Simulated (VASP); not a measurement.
Wanted: the native input for a VASP 6.6.1 run.

- Task: single point
- Functional: revPBE
- Potentials or basis: VASP PAW PBE potentials, release 64 (Mg)
- Cutoff: 520 eV
- k mesh: 17 × 17 × 17
- Occupations: fermi-dirac, width 0.1 eV
- Spin: no spin polarisation
- Dipole correction: no
- Further INCAR settings: ALGO = Normal; EDIFF = 1e-06; NBANDS = 7

The structure of Mg lies in POSCAR:

```
Mg
1.0
    3.0479767648      0.0000000000      0.0000000000
    0.0000000000      3.0479767648      0.0000000000
    0.0000000000      0.0000000000      3.0479767648
Mg
1
Direct
    0.0000000000      0.0000000000      0.0000000000
```

This isn't the form of Mg at room conditions, which is hcp.

The input as run:

INCAR

```
SYSTEM = Mg
PREC = Accurate
ENCUT = 520
EDIFF = 1E-6
ISMEAR = -1
SIGMA = 0.1
LREAL = .FALSE.
LASPH = .TRUE.
NELM = 60
ALGO = Normal
ISIF = 2
LWAVE = .FALSE.
LCHARG = .TRUE.
GGA = RE
LELF = .TRUE.
LVHAR = .TRUE.
NBANDS = 7
```

KPOINTS

```
Automatic mesh
0
G
  17 17 17
  0 0 0
```

Potentials or basis: VASP PAW PBE potentials, release 64 (Mg).

Run with:

```bash
$ cat potpaw_PBE.64/Mg/POTCAR > POTCAR
$ mpirun -np 1 vasp_std > vasp.out
```

It gave:

| Quantity | Value |
| --- | --- |
| Pressure | -0.1 GPa |
| Band gap on the k mesh | none (metal or under the smearing width) |

Caveat: the PAW data sets were made with another functional, which shifts forces and pressure a little.

It took 8.8 s on 1 thread of Intel(R) Xeon(R) Platinum 8488C (Sapphire Rapids), on a shared host, peak memory 0.15 GiB.
